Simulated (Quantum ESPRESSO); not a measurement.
Al2O3 under changes of volume

One of the cells (13.454 Å³/atom); the others are scaled copies at fixed shape and fractional positions:

```
Al O
1.0
     2.88432    0.00000    0.00000
    -1.44216    2.49790    0.00000
     0.00000    0.00000    9.33675
Al O
2 3
Direct
  0.00000 0.00000 0.85001
  0.00000 0.00000 0.14999
  0.33333 0.66667 0.77768
  0.66667 0.33333 0.00000
  0.33333 0.66667 0.22232
```

Measurements of this composition are mostly on another form, of space group No. 167.

```yaml
Program: Quantum ESPRESSO 7.5
Functional: PBE
Potentials_or_basis: SSSP 1.3 efficiency PBE
Cutoff: 748 eV
Density_cutoff: 5987 eV
k_mesh: 11 × 11 × 3
Occupations: fermi-dirac, width 0.05 eV
Spin: no spin polarisation
```

```tsv
volume (Å³/atom)	energy over the lowest point (meV/atom)	pressure (GPa)	gap on the mesh (eV)	largest force (eV/Å)
12.647	27.36	10.6	5.32	0.896
12.916	12.49	6.9	5.13	0.604
13.185	3.56	3.5	4.95	0.335
13.454	0.00	0.5	4.78	0.088
13.723	?	?	?	?
13.992	6.98	-4.8	4.44	0.354
14.261	16.64	-7.0	4.28	0.548
```

What does the run at 13.723 Å³/atom give?

Energy over the lowest point 1.29 meV/atom; pressure -2.3 GPa; gap on the mesh 4.61 eV; largest force 0.142 eV/Å.

Worked out: A Birch-Murnaghan fit of order 3 (a polynomial in V^(-2/3)) to the other rows has its minimum at 13.51 Å³/atom with B0 = V·E''(V) = 142 GPa and B' = 4.0 at fixed shape and positions, which overstates the stiffness. It gives 1.29 meV/atom at 13.723 Å³/atom, against the run's 1.29, and -dE/dV = -2.1 GPa, against -2.3. A straight line through the other rows of the gap, of slope -8.64 eV per unit of ln V, gives 4.61 eV, against the run's 4.61.

Energies are extrapolated to zero smearing.

Caveats: an odd mesh through Γ misses points on the zone boundary, where band edges often lie.
